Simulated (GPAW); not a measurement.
# Au (Fm-3m) in GPAW: further runs, part 3 of 3

GPAW 26.7.0.

## Step 6: Hybrid scf, r2SCANh

File run.py:

```python
import numpy as np
from ase.dft.bandgap import bandgap
from ase.io import read, write
from gpaw import GPAW, PW
from gpaw.xc import parametrizedxc

class ScaledMGGA(parametrizedxc.ParametrizedKernel):
    """Weighted sum of Libxc meta-GGA parts, named like '0.75_MGGA_X_..+1.0_MGGA_C_..'."""
    def __init__(self, name):
        super().__init__(name)
        self.type = 'MGGA'

    def calculate(self, e_g, n_sg, dedn_sg, sigma_xg, dedsigma_xg, tau_sg, dedtau_sg):
        e_g[:] = dedsigma_xg[:] = dedtau_sg[:] = 0.0
        for kernel, c in zip(self.kernels, self.coefs):
            e, v, s, t = [np.zeros_like(x) for x in [e_g, dedn_sg, dedsigma_xg, dedtau_sg]]
            kernel.calculate(e, n_sg, v, sigma_xg, s, tau_sg, t)
            e_g += c * e
            dedn_sg += c * v
            dedsigma_xg += c * s
            dedtau_sg += c * t

parametrizedxc.ParametrizedKernel = ScaledMGGA

atoms = read('Au.cif')

calc = GPAW(mode=PW(350),
            xc={'name': '0.900_MGGA_X_R2SCAN+1.0_MGGA_C_R2SCAN', 'fraction': 0.1, 'omega': 0.0, 'backend': 'pw'},
            kpts={'size': (6, 6, 6), 'gamma': True},
            occupations={'name': 'fermi-dirac', 'width': 0.05},
            nbands=14,
            convergence={'density': 0.0001},
            maxiter=50,
            txt='gpaw.txt')
atoms.calc = calc
energy = atoms.get_potential_energy()
calc.write('gs.gpw')
write('result.traj', atoms)
print(f'Energy: {energy:.6f} eV')
print('Fermi level:', round(calc.get_fermi_level(), 4), 'eV')
print(f'Gap: {bandgap(calc)[0]:.4f} eV, direct: {bandgap(calc, direct=True)[0]:.4f} eV')
```

Au.cif is that of step 5.

Potentials or basis: GPAW PAW data sets (gpaw-data 1.2.1), pw.

Run with:

```console
$ OMP_NUM_THREADS=1 python run.py
```

gpaw.txt:

```text
__  _  _
 | _ |_)|_||  |
 |__||  | ||/\| - 26.7.0

Input parameters:
  mode=PW(ecut=350.0),
  convergence={'density': 0.0001},
  kpts=MonkhorstPack(size=(6, 6, 6), gamma=True),
  maxiter=50,
  nbands=14,
  occupations=Occupations(name='fermi-dirac', width=0.05),
  xc=XC(name='0.900_MGGA_X_R2SCAN+1.0_MGGA_C_R2SCAN', fraction=0.1, omega=0.0, backend='pw')

Diagonalizing LCAO Hamiltonian
Converting LCAO to pw mode

       Au

Atoms  # Å, Bohr magnetons
|   | symbol |        x |        y |        z |    initial magnetic moments |
|---|--------|----------|----------|----------|-----------------------------|
| 0 |     Au | 0.000000 | 0.000000 | 0.000000 | ( 0.0000,  0.0000,  0.0000) |

Unit cell  # Å
| periodic |        x |        y |        z |  lengths |    angles |
|----------|----------|----------|----------|----------|-----------|
|      yes | 2.877925 | 0.000000 | 0.000000 | 2.877925 | 60.000000 |
|      yes | 1.438962 | 2.492356 | 0.000000 | 2.877925 | 60.000000 |
[... 170 lines left out ...]
|iter:   9| |   91.689379 | -4.09 | -2.15 |
|iter:  10| |   91.689207c| -5.26 | -2.99 |
|iter:  11| |   91.689206c| -6.54 | -3.90 |
|iter:  12| |   91.689208c| -7.43c| -3.92 |
|iter:  13| |   91.689209c| -7.94c| -3.99 |
|iter:  14| |   91.689209c| -9.05c| -4.91c|

Converged in 14 steps
Energy contributions relative to reference atoms: (reference = -516598.271109)

Energy contributions:
  Kinetic:           7.980219
  Coulomb:          -7.771384
  Zero:              0.051394
  External:          0.000000
  Xc:              954.148825
  Entropy:          -0.007399
  Spinorbit:         0.000000
  Hybrid_Xc_Cc:      -841.532932
  Hybrid_Xc_Vc:       -10.864379
  Hybrid_Xc_Vv:       -10.318835
  ----------------------------
  Free energy:      91.685510
  Extrapolated:     91.689209

dipole moment: (-19.541220, -11.282128, -7.977670)  # |e|*Ang

Fermi level: 9.817
Eigenvalues  # (at kpt = [0.000, 0.000, 0.000])
| band index |      eig [eV] | occ [0-2] |
|------------|---------------|-----------|
|          0 |        -0.796 |     2.000 |
|          1 |         4.389 |     2.000 |
|          2 |         4.389 |     2.000 |
|          3 |         4.389 |     2.000 |
|          4 |         5.985 |     2.000 |
|          5 |         5.985 |     2.000 |
|          6 |        26.926 |     0.000 |
|          7 |        30.950 |     0.000 |
|          8 |        30.950 |     0.000 |
|          9 |        30.950 |     0.000 |
|         10 |        35.266 |     0.000 |
|         11 |        39.867 |     0.000 |
|         12 |        39.867 |     0.000 |
|         13 |        39.867 |     0.000 |

No gap
No difference between direct/indirect transitions
# Writing to gs.gpw (mode='')
```

It took 36 min on 1 thread of Arm Neoverse V1, shared host; peak memory 0.35 GiB.

These settings aren't checked as converged: the numbers below hold their error.

What came out:

```
Free energy            : 91.6855 eV
Band gap on the k mesh : none (metal or under the smearing width)
```

Caveat: the k mesh is coarse (spacing up to 0.45 Å⁻¹), so the values aren't converged, least of all with exact exchange; the scaled meta-GGA exchange is a class typed in the script; the PAW data sets were made with another functional, which shifts forces and pressure a little.

## Step 7: Overview

```tsv
task	level	potentials or basis	k mesh	cutoff (eV)	maxiter	random start of the orbitals	convergence	supercell	supercell k mesh	grid spacing	other keys	mesh quality	gap on the mesh (eV)
equation of state	PBE	GPAW PAW data sets (gpaw-data 1.2.1), lcao:dzp	11 × 11 × 11	-	150	-	-	-	-	0.18 Å	-	not flagged	-
equation of state	AM05	PAW data sets generated in the run's folder for this functional, pw	11 × 11 × 11	600	150	-	-	-	-	-	-	not flagged	-
phonons	vdW-DF-cx	GPAW PAW data sets (gpaw-data 1.2.1), pw	11 × 11 × 11	600	80	yes	density=1e-06 eigenstates=1e-09	2 × 2 × 2	6 × 6 × 6	-	several, not listed	not flagged	none
hybrid scf	r2SCAN0	GPAW PAW data sets (gpaw-data 1.2.1), pw	6 × 6 × 6	450	40	-	-	-	-	-	-	coarse	none
```

Alike in all rows: no spin polarisation; cell as given; smearing fermi-dirac 0.05 eV.

Caveats: some runs use coarse meshes; with this Au data set, volumes or pressures lay over 1.5 % or 2 GPa off other programs in two to four cells of ten (some runs); the PAW data sets were made with another functional, which shifts forces and pressure a little (some runs); the basis of atomic orbitals isn't converged, which shifts pressures, moduli and gaps (some runs); phonon bands are interpolated from a small supercell (some runs); the scaled meta-GGA exchange is a class typed in the script (some runs).

Total energies depend on the potentials used, so only differences within one code and one set of settings carry meaning.

## Step 8: Comparison with measurements

Step 3. Against the measured bulk modulus of Au, 167 GPa (quoted in “Exploring toroidal anvil profiles for larger sample volumes above 4 Mbar”, 2024, pmc:11102561), the calculated 171 GPa is off by +2.3 %. The fit is for a static lattice scaled at fixed shape and fixed fractional positions.
